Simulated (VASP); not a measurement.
# BeTe (F-43m) in VASP: single point with r2SCANh

Aim: the single point of BeTe with r2SCANh.

Everything below comes from runs of VASP 6.6.1. Logs are shortened: lines on timing, memory, paths and dates and some standing lists are left out, and cuts for length are marked.

## 1. The crystal as given

Symmetry: F-43m, No. 216, cubic system. The conventional cell has a = 5.540 Å, b = 5.540 Å, c = 5.540 Å, α = 90.00°, β = 90.00°, γ = 90.00°. Be (site symmetry -43m) is surrounded by 4 Te at 2.40 Å. Te (site symmetry -43m) is surrounded by 4 Be at 2.40 Å.

## 2. Single point, r2SCANh

The input, POSCAR:

```
BeTe
1.0
    0.0000000000      2.7700000000      2.7700000000
    2.7700000000      0.0000000000      2.7700000000
    2.7700000000      2.7700000000      0.0000000000
Be Te
1 1
Direct
    0.0000000000      0.0000000000      0.0000000000
    0.2500000000      0.2500000000      0.2500000000
```

The input, INCAR.step1:

```
ALGO = Normal
EDIFF = 1E-5
ENCUT = 520
GGA = PE
ISIF = 2
ISMEAR = 0
LASPH = T
LCHARG = F
LREAL = F
LWAVE = T
NBANDS = 11
NELM = 100
PREC = Accurate
SIGMA = 0.01
```

The input, INCAR.step2:

```
AEXX = 0.1
ALGO = Normal
EDIFF = 1E-6
ENCUT = 520
HFRCUT = -1
ISIF = 2
ISMEAR = 0
ISTART = 1
LASPH = T
LCHARG = F
LHFCALC = T
LMIXTAU = T
LREAL = F
LWAVE = F
METAGGA = R2SCAN
NBANDS = 11
NELM = 100
PREC = Accurate
PRECFOCK = Normal
SIGMA = 0.01
```

The input, KPOINTS:

```
k-points
0
Gamma
  3 3 3
```

Potentials or basis: VASP PAW PBE potentials, release 64 (Be, Te).

The run is started by

```console
cat potpaw_PBE.64/Be/POTCAR potpaw_PBE.64/Te/POTCAR > POTCAR
cp INCAR.step1 INCAR
mpirun -np 1 vasp_std > vasp.out
cp INCAR.step2 INCAR
mpirun -np 1 vasp_std > vasp.out
```

OUTCAR:

```text
AEXX = 0.1
   EDIFF = 1E-6
   ENCUT = 520
   ISIF = 2
   ISMEAR = 0
   ISTART = 1
   LASPH = T
   LHFCALC = T
   LREAL = F
   METAGGA = R2SCAN
   NELM = 100
   PREC = Accurate
   PRECFOCK = Normal

 ion  position               nearest neighbor table
   1  0.000  0.000  0.000-   2 2.40   2 2.40   2 2.40   2 2.40
   2  0.250  0.250  0.250-   1 2.40   1 2.40   1 2.40   1 2.40

  LATTYP: Found a face centered cubic cell.
 ALAT       =     5.5400000000

  Lattice vectors:

 A1 = (   0.0000000000,   2.7700000000,   2.7700000000)
 A2 = (   2.7700000000,   0.0000000000,   2.7700000000)
 A3 = (   2.7700000000,   2.7700000000,   0.0000000000)

Analysis of symmetry for initial positions (statically):
=====================================================================
 Subroutine PRICEL returns:
 Original cell was already a primitive cell.

 Routine SETGRP: Setting up the symmetry group for a
 face centered cubic supercell.

 Subroutine GETGRP returns: Found 24 space group operations
 (whereof 24 operations were pure point group operations)
 out of a pool of 48 trial point group operations.

The static configuration has the point symmetry T_d .

Analysis of symmetry for dynamics (positions and initial velocities):
=====================================================================
 Subroutine PRICEL returns:
 Original cell was already a primitive cell.

 Routine SETGRP: Setting up the symmetry group for a
 face centered cubic supercell.

 Subroutine GETGRP returns: Found 24 space group operations
 (whereof 24 operations were pure point group operations)
 out of a pool of 48 trial point group operations.

The dynamic configuration has the point symmetry T_d .

 Subroutine INISYM returns: Found 24 space group operations
 (whereof 24 operations are pure point group operations),
 and found     1 'primitive' translations

----------------------------------------------------------------------------------------

                                     Primitive cell

  volume of cell :      42.5079

  direct lattice vectors                    reciprocal lattice vectors
     0.000000000  2.770000000  2.770000000    -0.180505415  0.180505415  0.180505415
     2.770000000  0.000000000  2.770000000     0.180505415 -0.180505415  0.180505415
     2.770000000  2.770000000  0.000000000     0.180505415  0.180505415 -0.180505415

  length of vectors
     3.917371568  3.917371568  3.917371568     0.312644550  0.312644550  0.312644550

  position of ions in fractional coordinates (direct lattice)
     0.000000000  0.000000000  0.000000000
     0.250000000  0.250000000  0.250000000

  ion indices of the primitive-cell ions
   primitive index   ion index
                 1           1
                 2           2

----------------------------------------------------------------------------------------

 KPOINTS: k-points

Automatic generation of k-mesh.
 Grid dimensions read from file:
 generate k-points for:    3    3    3

 Generating k-lattice:

  Cartesian coordinates                     Fractional coordinates (reciprocal lattice)
    -0.060168472  0.060168472  0.060168472     0.333333333  0.000000000  0.000000000
     0.060168472 -0.060168472  0.060168472     0.000000000  0.333333333  0.000000000
     0.060168472  0.060168472 -0.060168472     0.000000000  0.000000000  0.333333333

  Length of vectors
     0.104214850  0.104214850  0.104214850

  Shift w.r.t. Gamma in fractional coordinates (k-lattice)
     0.000000000  0.000000000  0.000000000

 Subroutine IBZKPT returns following result:
 ===========================================

 Found      4 irreducible k-points:

 Following reciprocal coordinates:
            Coordinates               Weight
  0.000000  0.000000  0.000000      1.000000
  0.333333  0.000000  0.000000      8.000000
  0.333333  0.333333  0.000000      6.000000
 -0.333333  0.333333  0.000000     12.000000
   k-points           NKPTS =      4   k-points in BZ     NKDIM =     27   number of bands    NBANDS=     11
   number of dos      NEDOS =    301   number of ions     NIONS =      2
   total plane-waves  NPLWV =  27000
   dimension x,y,z NGX =    30 NGY =   30 NGZ =   30
   dimension x,y,z NGXF=    60 NGYF=   60 NGZF=   60
   ions per type =               1   1
   NGX,Y,Z   is equivalent  to a cutoff of  12.73, 12.73, 12.73 a.u.
   NGXF,Y,Z  is equivalent  to a cutoff of  25.46, 25.46, 25.46 a.u.
 SYSTEM =  unknown system
   PREC   = accura    normal or accurate (medium, high low for compatibility)
   ISTART =      1    job   : 0-new  1-cont  2-samecut
   ICHARG =      0    charge: 1-file 2-atom 10-const
   ISPIN  =      1    spin polarized calculation?
   LNONCOLLINEAR =      F non collinear calculations
   LSORBIT =      F    spin-orbit coupling
   LASPH  =      T    aspherical Exc in radial PAW
   ENCUT  =  520.0 eV  38.22 Ry    6.18 a.u.   7.28  7.28  7.28*2*pi/ulx,y,z
   NELM   =    100;   NELMIN=  2; NELMDL=  0     # of ELM steps
   EDIFF  = 0.1E-05   stopping-criterion for ELM
   LREAL  =      F    real-space projection
   EDIFFG = 0.1E-04   stopping-criterion for IOM
   NSW    =      0    number of steps for IOM
   IBRION =     -1    ionic relax: 0-MD 1-quasi-New 2-CG
   NFREE  =      0    steps in history (QN), initial steepest desc. (CG)
   ISIF   =      2    stress and relaxation
   ISYM   =      3    0-nonsym 1-usesym 2-fastsym
   POTIM  = 0.5000    time-step for ionic-motion
   TEBEG  =    0.0;   TEEND  =   0.0 temperature during run
   PSTRESS=    0.0 pullay stress
   NELECT =       8.0000    total number of electrons
   NUPDOWN=      -1.0000    fix difference up-down
   EMIN   =  10.00;   EMAX   =-10.00  energy-range for DOS
   EFERMI =   0.00;   METHOD = LEGACY
   ISMEAR =     0;   SIGMA  =   0.01  broadening in eV -4-tet -1-fermi 0-gaus
   EFERMI_NEDOS =   21; number of points for ismear=-14 and -15
   IALGO  =     38    algorithm
   IMIX   =      1    mixing-type and parameters
     AMIX     =   0.40;   BMIX     =  1.00
     AMIX_MAG =   1.60;   BMIX_MAG =  1.00
  volume/ion in A,a.u.               =      21.25       143.43
  Fermi-wavevector in a.u.,A,eV,Ry     =   0.938170  1.772885 11.975354  0.880164
  Thomas-Fermi vector in A             =   2.065355
   LORBIT       =      0    0 simple, 1 ext, 2 COOP (PROOUT), +10 PAW based schemes
   METAGGA = R2SCAN    functional components
   LHFCALC =     T    Hartree Fock is set to
   PRECFOCK=normal    Normal, Fast or Accurate (Low or Medium for compatibility)
   ENCUT4O =  -1.0   cutoff for four orbital integrals eV
   NKREDX  =     1    reduce k-point grid by
   NKREDY  =     1    reduce k-point grid by
   NKREDZ  =     1    reduce k-point grid by
   AEXX    =    0.1000 exact exchange contribution
   HFSCREEN=    0.0000 screening length (either q_TF or 0.3 A-1)
   HFSCREENC=   0.0000 screening length for correlation (either q_TF or 0.3 A-1)
   ENCUTFOCK=  -1.0 apply spherical cutoff to Coloumb kernel
   IVDW    =     0    specifies the selected vdW correction
   LEPSILON=     F    determine dielectric tensor
   LRPA    =     F    only Hartree local field effects (RPA)
 non-spin polarized calculation
 Gauss-broadening in eV      SIGMA  =   0.01
  energy-cutoff  :      520.00
  volume of cell :       42.51
 maximum number of plane-waves:      1149
 NGX is ok and might be reduce to    30
  NGX = 24; NGY = 24; NGZ = 24

 number of electron       8.0000000 magnetization

 Free energy of the ion-electron system (eV)
  ---------------------------------------------------
  ext. energy  EPLUGINS =         0.00000000
  ---------------------------------------------------
  free energy    TOTEN  =       -28.70089865 eV

  energy without entropy =      -28.70089865  energy(sigma->0) =      -28.70089865

 E-fermi :   5.2861     XC(G=0):  -8.8104

 val. band max:        5.2423354775   @ k =   0.0000   0.0000   0.0000
 cond. band min:       8.2855443622   @ k =   0.3333   0.3333   0.0000
 fundamental gap:      3.0432088847
 Fermi energy:         5.2860997962

 k-point     1 :       0.0000    0.0000    0.0000
  band No.  band energies     occupation
      1      -8.2764      2.00000
      2       5.2423      2.00000
      3       5.2423      2.00000
      4       5.2423      2.00000
      5       9.7825      0.00000
      6       9.7825      0.00000
      7       9.7825      0.00000
      8      10.6890      0.00000
      9      14.9643      0.00000
     10      16.7307      0.00000
     11      16.7307      0.00000

 k-point     2 :       0.3333    0.0000    0.0000
  band No.  band energies     occupation
      1      -7.2008      2.00000
      2       0.2315      2.00000
      3       4.1930      2.00000
      4       4.1930      2.00000
      5       9.5931      0.00000
      6      10.8717      0.00000
      7      10.8717      0.00000
      8      14.3899      0.00000
      9      16.1528      0.00000
     10      16.1528      0.00000
     11      16.2244      0.00000

 k-point     3 :       0.3333    0.3333    0.0000
  band No.  band energies     occupation
      1      -6.8242      2.00000
      2       0.8104      2.00000
      3       2.7155      2.00000
      4       2.7155      2.00000
      5       8.2855      0.00000
      6       9.5941      0.00000
      7      14.5896      0.00000
      8      14.5896      0.00000
      9      17.1982      0.00000
     10      18.6438      0.00000
     11      19.0914      0.00000

 k-point     4 :      -0.3333    0.3333    0.0000
  band No.  band energies     occupation
      1      -6.1873      2.00000
      2      -0.0401      2.00000
      3       0.7179      2.00000
      4       3.0320      2.00000
      5       9.1242      0.00000
      6      13.3600      0.00000
      7      13.6631      0.00000
      8      14.3482      0.00000
      9      14.8006      0.00000
     10      16.1105      0.00000
     11      20.7084      0.00000

------------------------ aborting loop because EDIFF is reached ----------------------------------------

  FORCE on cell =-STRESS in cart. coord.  units (eV):
  Direction    XX          YY          ZZ          XY          YZ          ZX
  --------------------------------------------------------------------------------------
  -------------------------------------------------------------------------------------
  Total        1.5463504      1.5463504      1.5463504     -0.0000000      0.0000000     -0.0000000
  in kB       58.2839800     58.2839800     58.2839800     -0.0000000      0.0000000     -0.0000000
  external PRESSURE =      58.2839800 kB  Pullay stress =       0.0000000 kB

 VOLUME and BASIS-vectors are now :
 -----------------------------------------------------------------------------
  energy-cutoff  :      520.00
  volume of cell :       42.51
      direct lattice vectors                 reciprocal lattice vectors
     0.000000000  2.770000000  2.770000000    -0.180505415  0.180505415  0.180505415
     2.770000000  0.000000000  2.770000000     0.180505415 -0.180505415  0.180505415
     2.770000000  2.770000000  0.000000000     0.180505415  0.180505415 -0.180505415

 POSITION                                       TOTAL-FORCE (eV/Angst)
 -----------------------------------------------------------------------------------
      0.00000      0.00000      0.00000        -0.000000     -0.000000     -0.000000
      1.38500      1.38500      1.38500         0.000000      0.000000      0.000000
 -----------------------------------------------------------------------------------
    total drift:                                0.000000      0.000000      0.000000

  FREE ENERGIE OF THE ION-ELECTRON SYSTEM (eV)
  ---------------------------------------------------
  free  energy   TOTEN  =       -28.7008986525 eV

  energy  without entropy=      -28.7008986525  energy(sigma->0) =      -28.70089865
```

Wall time 46 s (1 thread of Intel Xeon Platinum 8488C (Sapphire Rapids), shared host); peak memory 0.17 GiB.

What came out:

```
Free energy            : -28.7009 eV
Pressure               : 5.8 GPa
Band gap on the k mesh : 3.04 eV, indirect (least direct gap 4.54 eV)
```

Caveat: the k mesh is coarse (spacing up to 0.65 Å⁻¹), so the values aren't converged, least of all with exact exchange; the PAW data sets were made with another functional, which shifts forces and pressure a little; spin-orbit coupling is left out, which moves the levels of the heavy elements; an odd mesh through Γ misses points on the zone boundary, where band edges often lie.
